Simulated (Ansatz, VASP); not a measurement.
**I in VASP and in Ansatz**

Contents of INCAR:

```
PREC = Accurate
ENCUT = 520
EDIFF = 1E-6
ISMEAR = 0
SIGMA = 0.01
LREAL = False
LASPH = True
NELM = 80
ALGO = Normal
ISIF = 2
LWAVE = False
LCHARG = False
GGA = PE
NBANDS = 22
```

Contents of KPOINTS:

```
regular mesh
0
Gamma
  6 6 2
```

POSCAR

```
I
1.0
    4.4480266101     -2.2903537084      0.0000000000
    4.4480266101      2.2903537084      0.0000000000
    0.0000000000      0.0000000000      9.7327294875
I
4
Direct
    0.8417984967      0.1582015033      0.8779801343
    0.3417984967      0.6582015033      0.6220198657
    0.1582015033      0.8417984967      0.1220198657
    0.6582015033      0.3417984967      0.3779801343
```

Input for Ansatz:

```yaml
crystal:
  lattice:
    - [4.4480266101, -2.2903537084, 0.0]
    - [4.4480266101, 2.2903537084, 0.0]
    - [0.0, 0.0, 9.7327294875]
  atoms:
    - { symbol: I, position: [0.8417984967, 0.1582015033, 0.8779801343] }
    - { symbol: I, position: [0.3417984967, 0.6582015033, 0.6220198657] }
    - { symbol: I, position: [0.1582015033, 0.8417984967, 0.1220198657] }
    - { symbol: I, position: [0.6582015033, 0.3417984967, 0.3779801343] }
kpoints:
  mp_grid: { grid: [6, 6, 2] }
hamiltonian:
  xc: pbe
scf:
  occupations: { method: fixed }
  n_extra_bands: 5
output:
  forces: true
  stress: true
  eigenvalues: true
```

Alike in both runs: task single point; functional PBE; k mesh 6 × 6 × 2; no spin polarisation.

```csv
,VASP,Ansatz
version,VASP 6.6.1,Ansatz 0.2.0
potentials or method,"VASP PAW PBE potentials, release 64 (I)","plane waves, PAW"
plane-wave cutoff (eV),520,420
occupations,"gaussian, width 0.01 eV",fixed
valence electrons in the cell,28,68
```

|  | VASP | Ansatz | Ansatz less VASP |
| --- | --- | --- | --- |
| gap on the k mesh at the Fermi level (eV) | 1.12 | 1.12 | -0.007 |
| pressure (GPa) | 0.6 | 0.6 | +0.03 |
| largest component of the traceless stress (GPa) | 0.57 | 0.60 | +0.030 |
| rms of the force components (eV/Å) | 0.080 | 0.089 | +0.0091 |

Atom by atom the forces differ by 0.009 eV/Å (rms over components). The two sets of potentials don't hold the same shells in valence.

Caveats: spin-orbit coupling is left out, which moves the levels of the heavy elements. Expect the measured gap to be larger: semilocal functionals such as PBE lack the derivative discontinuity. A k mesh can miss the band edges.
